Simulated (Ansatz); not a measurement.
# Co (diamond type): how the settings move a single-point run

How sensitive is a single-point run of Co (diamond type) to its settings? A reference run comes first, then one run with altered input.

Method: reference: DFT, PBE, norm-conserving pseudopotentials, Ansatz's default files, scalar-relativistic, in Ansatz 0.2.0.

1 further run of the same task is left out (it didn't finish).

### 1 Starting point

It takes space group Fd-3m (No. 227, cubic). Conventional cell: a = 4.733 Å, b = 4.733 Å, c = 4.733 Å, α = 90.00°, β = 90.00°, γ = 90.00°. Co (site symmetry -43m) is surrounded by 4 Co at 2.05 Å.

Coordinates:

```xyz
2
Lattice="0.0000 2.3664 2.3664 2.3664 0.0000 2.3664 2.3664 2.3664 0.0000" Properties=species:S:1:pos:R:3 pbc="T T T"
Co   -0.5916   -0.5916   -0.5916
Co    0.5916    0.5916    0.5916
```

### 2 Baseline

input.yaml reads:

```yaml
crystal:
  lattice:
    - [0.0, 2.3664212154, 2.3664212154]
    - [2.3664212154, 0.0, 2.3664212154]
    - [2.3664212154, 2.3664212154, 0.0]
  atoms:
    - { symbol: Co, position: [-0.125, -0.125, -0.125], spin: 1.7 }
    - { symbol: Co, position: [0.125, 0.125, 0.125], spin: 1.7 }
magnetization:
  spin_polarized: true
kpoints:
  mp_grid: { grid: [15, 15, 15] }
scf:
  occupations: { method: fermi_dirac, width: 0.05 }
hamiltonian:
  xc: pbe
  pseudopotentials: { kind: nc }
output:
  forces: true
  stress: true
  eigenvalues: true
```

On the command line:

```sh
ansatz run input.yaml --threads 1 --pin off --max-ram 3072MiB --backend cpu --events-out ev --progress --plain --runs-dir out
```

The main lines of its log:

```text
[...]
Basis set: ecut = 1306.14654 eV, 2741 PW (Γ), exchange–correlation on 80×80×80 points (8 copies of the dense FFT grid, shifted against one another)
[...]
Magnetic group: BNS 227.128 (UNI 1630), of the structure as read, at distance tolerance 3.0e-5 Å
k-points: 120 of 3375
[...]
SCF iter   1: F=—  HF=-8325.849226 eV  |F-HF|=—  |Δ(HF+E_count)|=         —  Δρ=7.85e-2 (↑6.81e-2 ↓7.85e-2)  dr2=1.40e0  dr2_m=9.44e-1  M=2.565 μB ∫|m|=2.574 μB  β_m=0.30  ethr=3.10e-3  ⟨swp⟩=5.3  Hψ=23439  notcnv=0
preconditioner: auto → Kerker (q_TF=auto, 2.844 Å⁻¹)  [metal: Δε(μ)=0.002 eV  Ē_g=8.627 eV  σ=0.050 eV  W_gap=0.01  n_scr=14 (ndim 8)  ℏωp=30.6 eV  f_vac=0.000  D(μ)=4.69/eV (n_scr^D=64)]
[...]
SCF iter   2: F=—  HF=-8325.714892 eV  |F-HF|=—  |Δ(HF+E_count)|=   1.34e-1  Δρ=5.57e-2 (↑5.54e-2 ↓5.57e-2)  dr2=5.24e-1  dr2_m=6.02e-1  M=2.374 μB ∫|m|=2.400 μB  β_m=0.30  ethr=3.10e-3  ⟨swp⟩=1.5  Hψ=7639  notcnv=0  defer=31
[...]
SCF iter  15: F=-8325.768215 eV  HF=-8325.768215 eV  |F-HF|=3.11e-10  |Δ(HF+E_count)|=   5.71e-7  Δρ=2.89e-6 (↑1.10e-6 ↓2.89e-6)  dr2=8.77e-10  dr2_m=7.08e-10  M=0.259 μB ∫|m|=0.270 μB  β_m=1.00  ethr=9.28e-12  ⟨swp⟩=7.8  Hψ=28940  notcnv=0
SCF iter  16: F=-8325.768215 eV  HF=-8325.768215 eV  |F-HF|=3.46e-11  |Δ(HF+E_count)|=   4.90e-9  Δρ=3.90e-7 (↑3.90e-7 ↓2.08e-7)  dr2=4.95e-11  dr2_m=6.33e-12  M=0.258 μB ∫|m|=0.269 μB  ethr=2.58e-12  ⟨swp⟩=4.3  Hψ=16980  notcnv=0
[...]
SCF converged after 16 iterations
Magnetization: 0.2579 μB (17.1290 up, 16.8710 down)
[...]
Free energy (F): -8325.768215 eV
[...]
E sigma→0 (E₀):  -8325.753274 eV
[...]
Fermi energy:    15.033609 eV
[...]
  P = ⅓ Tr σ = 20.1075 GPa (201.075 kbar)
[...]
```

Wall time 70 s (1 thread of Arm Neoverse V1, shared host); peak memory 0.66 GiB.

### 3 Changing settings: occupations.method gaussian, occupations.width 0.01

input.yaml, as its differences from that of step 2:

```diff
@@ -13,3 +13,3 @@
 scf:
-  occupations: { method: fermi_dirac, width: 0.05 }
+  occupations: { method: gaussian, width: 0.01 }
 hamiltonian:
```

On the command line:

```sh
ansatz run input.yaml --threads 1 --pin off --max-ram 3072MiB --backend cpu --events-out ev --progress --plain --runs-dir out
```

What it wrote:

```text
Engine: ansatz 0.2.0
Pseudopotentials: kind: nc
Pseudopotential: Co, nc, valence charge 17, recommended cutoff 1306.14654 eV (normal), Co.nc.azcp (PseudoDojo's, or run here from an input of PseudoDojo's: the run reads no file of this project's for it)
Functional definition: PBE
  parameter kappa = 0.804
  parameter beta = 0.06672455060314922
  exchange = pbe_x(kappa = kappa, mu = beta*pi^2/3)
  correlation = pbe_c(beta = beta)
Crystal: 2 atoms, lattice volume = 26.504 Å³
Basis set: ecut = 1306.14654 eV, 2741 PW (Γ), exchange–correlation on 80×80×80 points (8 copies of the dense FFT grid, shifted against one another)
Bands: 23, of which v1, the nominal top of the filled ones, is band 17 counted from 1 (16 counted from 0)
Symmetry: 48 space group operations
Space group: Fd-3m (ITA 227), of the structure as read, at distance tolerance 3.0e-5 Å
Magnetic group: BNS 227.128 (UNI 1630), of the structure as read, at distance tolerance 3.0e-5 Å
k-points: 120 of 3375
Non-local potential: Co, projectors of the file, l = 0: 2, l = 1: 2, l = 2: 2
Initial density: superposition of atomic densities (chi_scale 0.1, normalization cell)
Starting moments: Σ|m| = 3.4 μB on 2 of 2 sites
Initial wavefunctions: pseudopotential atomic-orbital guess
Functional: x = pbe(κ = 0.804, μ = 0.2195149727645171), c = pbe(β = 0.06672455060314922)
SCF iter   1: F=—  HF=-8325.828519 eV  |F-HF|=—  |Δ(HF+E_count)|=         —  Δρ=7.59e-2 (↑6.80e-2 ↓7.59e-2)  dr2=1.43e0  dr2_m=8.85e-1  M=2.648 μB ∫|m|=2.657 μB  β_m=0.30  ethr=3.10e-3  ⟨swp⟩=5.1  Hψ=23592  notcnv=0
preconditioner: auto → Kerker (q_TF=auto, 2.844 Å⁻¹)  [metal: Δε(μ)=0.008 eV  Ē_g=8.597 eV  σ=0.010 eV  W_gap=0.38  n_scr=14 (ndim 8)  ℏωp=30.6 eV  f_vac=0.000  D(μ)=6.66/eV (n_scr^D=136)]
spin=Collinear: Kerker preconditioning applied to the charge; magnetization (m = ρ↑ − ρ↓) channel mixes plain (no charge-response kernel on spin).
SCF iter   2: F=—  HF=-8325.689021 eV  |F-HF|=—  |Δ(HF+E_count)|=   1.39e-1  Δρ=5.59e-2 (↑5.59e-2 ↓5.59e-2)  dr2=5.16e-1  dr2_m=6.12e-1  M=2.384 μB ∫|m|=2.412 μB  β_m=0.30  ethr=3.10e-3  ⟨swp⟩=1.6  Hψ=7711  notcnv=0  defer=65
spin-set hold released at iteration 2 (site moments show no strong build): the magnetisation degrees of freedom join the quasi-Newton model from the next iteration; the mixer history was kept
SCF iter   3: F=—  HF=-8325.623595 eV  |F-HF|=—  |Δ(HF+E_count)|=   6.54e-2  Δρ=4.82e-2 (↑4.82e-2 ↓4.06e-2)  dr2=1.43e-1  dr2_m=4.33e-1  M=2.199 μB ∫|m|=2.247 μB  β_m=0.10  ethr=1.52e-3  ⟨swp⟩=2.1  Hψ=6213  notcnv=0  defer=285
SCF iter   4: F=—  HF=-8325.618457 eV  |F-HF|=—  |Δ(HF+E_count)|=   5.14e-3  Δρ=4.13e-2 (↑4.13e-2 ↓3.23e-2)  dr2=5.87e-2  dr2_m=3.08e-1  M=2.104 μB ∫|m|=2.160 μB  β_m=0.37  ethr=4.21e-4  ⟨swp⟩=2.1  Hψ=7420  notcnv=0  defer=285
SCF iter   5: F=—  HF=-8325.654971 eV  |F-HF|=—  |Δ(HF+E_count)|=   3.65e-2  Δρ=2.83e-2 (↑2.35e-2 ↓2.83e-2)  dr2=5.58e-3  dr2_m=1.61e-1  M=1.755 μB ∫|m|=1.831 μB  β_m=0.59  ethr=1.73e-4  ⟨swp⟩=2.9  Hψ=10391  notcnv=0  defer=285
SCF iter   6: F=-8325.680376 eV  HF=-8325.681618 eV  |F-HF|=1.24e-3  |Δ(HF+E_count)|=   2.66e-2  Δρ=2.27e-2 (↑1.16e-2 ↓2.27e-2)  dr2=1.80e-2  dr2_m=6.77e-2  M=1.605 μB ∫|m|=1.703 μB  β_m=0.80  ethr=1.64e-5  ⟨swp⟩=2.5  Hψ=9595  notcnv=0  defer=285
SCF iter   7: F=-8325.417809 eV  HF=-8325.791348 eV  |F-HF|=3.74e-1  |Δ(HF+E_count)|=   1.10e-1  Δρ=4.64e-2 (↑2.19e-2 ↓4.64e-2)  dr2=4.93e-1  dr2_m=5.74e-2  M=1.370 μB ∫|m|=1.416 μB  β_m=0.80  ethr=1.64e-5  ⟨swp⟩=3.8  Hψ=14537  notcnv=0  defer=286  recentre
SCF iter   8: F=-8325.705686 eV  HF=-8325.703861 eV  |F-HF|=1.83e-3  |Δ(HF+E_count)|=   8.75e-2  Δρ=2.14e-2 (↑2.14e-2 ↓1.44e-2)  dr2=1.46e-2  dr2_m=7.50e-2  M=1.318 μB ∫|m|=1.418 μB  β_m=0.32  ethr=1.64e-5  ⟨swp⟩=3.7  Hψ=16157  notcnv=0  defer=258
SCF iter   9: F=-8325.728473 eV  HF=-8325.720412 eV  |F-HF|=8.06e-3  |Δ(HF+E_count)|=   1.66e-2  Δρ=1.45e-2 (↑1.28e-2 ↓1.45e-2)  dr2=1.97e-3  dr2_m=4.13e-2  M=1.153 μB ∫|m|=1.237 μB  β_m=0.13  ethr=1.64e-5  ⟨swp⟩=3.3  Hψ=11118  notcnv=0  defer=259
SCF iter  10: F=-8325.741172 eV  HF=-8325.739756 eV  |F-HF|=1.42e-3  |Δ(HF+E_count)|=   1.93e-2  Δρ=1.29e-2 (↑8.39e-3 ↓1.29e-2)  dr2=5.61e-3  dr2_m=2.08e-2  M=0.937 μB ∫|m|=1.013 μB  β_m=0.37  ethr=5.81e-6  ⟨swp⟩=2.9  Hψ=11838  notcnv=0  defer=258
SCF iter  11: F=-8325.751580 eV  HF=-8325.752788 eV  |F-HF|=1.21e-3  |Δ(HF+E_count)|=   1.30e-2  Δρ=1.28e-2 (↑6.52e-3 ↓1.28e-2)  dr2=7.61e-3  dr2_m=6.70e-3  M=0.292 μB ∫|m|=0.312 μB  β_m=0.81  ethr=5.81e-6  ⟨swp⟩=3.8  Hψ=14309  notcnv=0  defer=254
SCF iter  12: F=-8325.753685 eV  HF=-8325.753428 eV  |F-HF|=2.57e-4  |Δ(HF+E_count)|=   6.40e-4  Δρ=1.68e-3 (↑8.94e-4 ↓1.68e-3)  dr2=4.13e-4  dr2_m=2.28e-4  M=0.325 μB ∫|m|=0.340 μB  β_m=0.91  ethr=5.81e-6  ⟨swp⟩=2.7  Hψ=11368  notcnv=0  defer=272
SCF iter  13: F=-8325.753793 eV  HF=-8325.753771 eV  |F-HF|=2.23e-5  |Δ(HF+E_count)|=   3.43e-4  Δρ=7.55e-4 (↑1.91e-4 ↓7.55e-4)  dr2=3.59e-5  dr2_m=2.81e-5  M=0.324 μB ∫|m|=0.340 μB  β_m=0.95  ethr=1.22e-6  ⟨swp⟩=2.0  Hψ=8529  notcnv=0  defer=272
SCF iter  14: F=-8325.753796 eV  HF=-8325.753793 eV  |F-HF|=3.89e-6  |Δ(HF+E_count)|=   2.14e-5  Δρ=3.30e-4 (↑3.30e-4 ↓2.66e-4)  dr2=1.72e-6  dr2_m=2.07e-5  M=0.319 μB ∫|m|=0.333 μB  β_m=0.98  ethr=1.06e-7  ⟨swp⟩=3.0  Hψ=10154  notcnv=0  defer=272
SCF iter  15: F=-8325.753795 eV  HF=-8325.753790 eV  |F-HF|=4.45e-6  |Δ(HF+E_count)|=   2.13e-6  Δρ=4.50e-4 (↑4.50e-4 ↓3.46e-4)  dr2=3.05e-6  dr2_m=3.81e-5  M=0.328 μB ∫|m|=0.345 μB  β_m=0.98  ethr=5.07e-9  ⟨swp⟩=3.1  Hψ=11178  notcnv=0  defer=272
SCF iter  16: F=-8325.753801 eV  HF=-8325.753801 eV  |F-HF|=2.73e-7  |Δ(HF+E_count)|=   1.05e-5  Δρ=9.66e-5 (↑9.66e-5 ↓7.79e-5)  dr2=7.86e-8  dr2_m=1.84e-6  M=0.323 μB ∫|m|=0.338 μB  β_m=0.91  ethr=2.94e-10  ⟨swp⟩=10.0  Hψ=31267  notcnv=0
SCF iter  17: F=-8325.753802 eV  HF=-8325.753802 eV  |F-HF|=3.16e-9  |Δ(HF+E_count)|=   6.38e-7  Δρ=1.05e-5 (↑8.69e-6 ↓1.05e-5)  dr2=2.05e-9  dr2_m=1.75e-8  M=0.324 μB ∫|m|=0.339 μB  β_m=0.95  ethr=2.31e-10  ⟨swp⟩=5.5  Hψ=22681  notcnv=0
SCF iter  18: F=-8325.753802 eV  HF=-8325.753802 eV  |F-HF|=1.25e-9  |Δ(HF+E_count)|=   3.31e-9  Δρ=6.75e-6 (↑6.75e-6 ↓5.86e-6)  dr2=7.10e-10  dr2_m=8.96e-9  M=0.324 μB ∫|m|=0.339 μB  β_m=0.98  ethr=6.04e-12  ⟨swp⟩=4.0  Hψ=16533  notcnv=0
SCF iter  19: F=-8325.753802 eV  HF=-8325.753802 eV  |F-HF|=2.04e-10  |Δ(HF+E_count)|=   2.48e-9  Δρ=2.74e-6 (↑2.74e-6 ↓2.24e-6)  dr2=9.27e-11  dr2_m=1.47e-9  M=0.324 μB ∫|m|=0.339 μB  β_m=0.99  ethr=2.09e-12  ⟨swp⟩=3.0  Hψ=12033  notcnv=0
SCF iter  20: F=-8325.753802 eV  HF=-8325.753802 eV  |F-HF|=1.27e-11  |Δ(HF+E_count)|=  4.69e-10  Δρ=6.05e-7 (↑6.05e-7 ↓5.11e-7)  dr2=2.16e-12  dr2_m=7.55e-11  M=0.324 μB ∫|m|=0.339 μB  ethr=1.00e-12  ⟨swp⟩=2.5  Hψ=11034  notcnv=0
at 2 of the mixer's solves, the last at iteration 6, it left a direction of its history that read negative out of its fit and stepped the other way along it
SCF 1 converged in 20 iterations: F = -8325.753802 eV  dr2 = 2.16e-12
SCF converged after 20 iterations
Magnetization: 0.3238 μB (17.1619 up, 16.8381 down)
Absolute magnetization: 0.3392 μB (∫|ρ↑−ρ↓|)
Spin contamination: 0.0008 ħ² per cell (⟨S²⟩ above its minimum at these occupations)
Per-site moments (μB) at R_I (Å): [(0.16056066201258637, 0.8453696165437241), (0.16056066201258637, 0.8453696165437241)]
Free energy (F): -8325.753802 eV
Harris-Foulkes:  -8325.753802 eV  (|F-HF|=1.27e-11)
Internal energy: -8325.753724 eV  (E = F + TS)
E sigma→0 (E₀):  -8325.753763 eV
Entropy (-TS):   -0.000077 eV (-0.039 meV/atom)
Fermi energy:    15.019619 eV
--- Per-component energies (eV) ---
  E_band       = -624.316692
  E_kinetic    = 3691.305523
  E_local      = -7315.975470  (includes V_loc(G=0)·N_el)
  E_nonlocal   = -1022.397700
  E_hartree    = 2582.967852
  E_xc         = -1525.145762
  E_vxc        = -1143.184889  (∫ρ·V_xc dr)
  E_ewald      = -4736.508167
  E_smearing   = -0.000077  (= −TS)
  E_closure    = -0.000000  (closes the sum)
  Σ components = -8325.753802   (vs F -8325.753802, Δ=0.00e0)
--- Forces (eV/Å), atoms counted from 1 ---
  atom   1  Co     0.00000000    -0.00000000     0.00000000
  atom   2  Co     0.00000000     0.00000000    -0.00000000
  max |Σ_I F_I| component: 9.25e-17 eV/Å
--- Stress (GPa, compression-positive) ---
       19.987673      -0.000000       0.000000
       -0.000000      19.987673      -0.000000
        0.000000      -0.000000      19.987673
  P = ⅓ Tr σ = 19.9877 GPa (199.877 kbar)
--- Band table (eV; the first three rows and the last of 240) ---
  k-point 0 ↑: bands = ["-80.6623", "-80.2996", "-44.0713", "-44.0713", "-44.0713", "-43.5159", "-43.5159", "-43.5159", "7.4409", "11.3935", "11.3935", "11.6350", "11.6350", "11.6350", "13.7049", "13.7049", "13.7049", "15.2953", "15.2953", "29.3934", "29.3934", "29.3934", "29.5960"]
  k-point 1 ↑: bands = ["-80.6593", "-80.3026", "-44.0742", "-44.0742", "-44.0708", "-43.5169", "-43.5130", "-43.5130", "7.5372", "11.3279", "11.3279", "11.6401", "11.7248", "11.7248", "13.6585", "13.6982", "13.6982", "15.2945", "15.2945", "27.3423", "28.6012", "28.6012", "30.3068"]
  k-point 2 ↑: bands = ["-80.6507", "-80.3113", "-44.0823", "-44.0823", "-44.0693", "-43.5196", "-43.5050", "-43.5050", "7.8220", "11.2413", "11.2413", "11.6594", "11.8725", "11.8725", "13.5246", "13.6900", "13.6900", "15.2896", "15.2896", "25.1216", "27.8223", "27.8223", "29.8519"]
  k-point 119 ↓: bands = ["-80.3236", "-80.2981", "-44.0221", "-44.0118", "-43.6456", "-43.5877", "-43.2187", "-43.2098", "10.7030", "10.7804", "12.1638", "12.2592", "12.6734", "12.9032", "13.1954", "13.3497", "15.6536", "15.6868", "17.3116", "17.7740", "18.0059", "19.1049", "29.9684"]
```

It took 83 s on 1 thread of Arm Neoverse V1, shared host; peak memory 0.66 GiB.

Changing the smearing moves the energy by -0.2 meV/atom (σ→0 values), and the absolute moment goes from 0.27 to 0.34 μB. Cost: 20 SCF cycles against 16.

### 4 Comparison

| run | ending | energy change | pressure (GPa) | abs. moment (μB) | force (eV/Å) | cycles | time |
| --- | --- | --- | --- | --- | --- | --- | --- |
| reference | converged | 0 | 20.1 | 0.27 | 0.00 | 16 | 70 s |
| 1: occupations.method gaussian, occupations.width 0.01 | converged | -0.2 meV/atom (σ→0) | 20.0 | 0.34 | 0.00 | 20 | 83 s |

Residual by cycle in the longest SCF loop of each run; runs are numbered as in the table. The quantity is the density residual dr2, in eV.

| cycle | reference | run 1 |
| --- | --- | --- |
| 1 | 1.4 | 1.43 |
| 3 | 0.137 | 0.143 |
| 4 | 0.0723 | 0.0587 |
| 6 | 0.0195 | 0.018 |
| 8 | 3.0e-4 | 0.0146 |
| 10 | 2.6e-5 | 0.00561 |
| 11 | 3.1e-6 | 0.00761 |
| 13 | 3.7e-8 | 3.6e-5 |
| 15 | 8.8e-10 | 3.1e-6 |
| 17 | - | 2.1e-9 |
| 18 | - | 7.1e-10 |
| 20 | - | 2.2e-12 |

What this shows: Changing the smearing moves the energy by -0.2 meV/atom (σ→0 values), and the absolute moment goes from 0.27 to 0.34 μB. Cost: 20 SCF cycles against 16. The structure is not at rest: the sound run finds 20 GPa, so these are no properties of the relaxed crystal. 
